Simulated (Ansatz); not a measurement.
Antifluorite Li₂O, relaxed with r2SCAN: it is cubic, Fm-3m (No. 225); a = 4.573 Å in the conventional setting, 7.97 Å³ an atom. O has 8 Li at 1.98 Å; Li has 4 O at 1.98 Å. One-shot G0W0@PBE in the PAW code Ansatz on a 6×6×6 mesh (contour deformation, no spin-orbit coupling), from a PBE gap of 5.051 eV over the mesh points (the G0W0 gap is indirect on the mesh); the number N of bands summed and the screening cutoff rise together. Calculated for a static, non-magnetic cell.

| N | cutoff (eV) | 1000/N | G0W0 gap (eV) |
| --- | --- | --- | --- |
| 44 | 80 | 22.727 | 7.023 |
| 95 | 140 | 10.526 | 7.226 |

**Lay a straight line in 1000/N through these rows.** The slope is -0.0166 eV per unit of 1000/N and the intercept 7.401 eV.

**Predict the gap at N = 171 (210 eV).** 7.401 + (-0.0166) × 5.848 = 7.304 eV; the run gives 7.386 eV, +0.082 eV from the line.

**With that run's result added, what limit do the last two rows suggest?** Their slope is (7.386 − 7.226)/(5.848 − 10.526) = -0.0342, which meets 1/N = 0 at 7.59 eV, against 7.401 eV from the first line. The slope steepens, so 1/N isn't yet asymptotic and the true limit probably lies higher still; the k mesh isn't extrapolated.
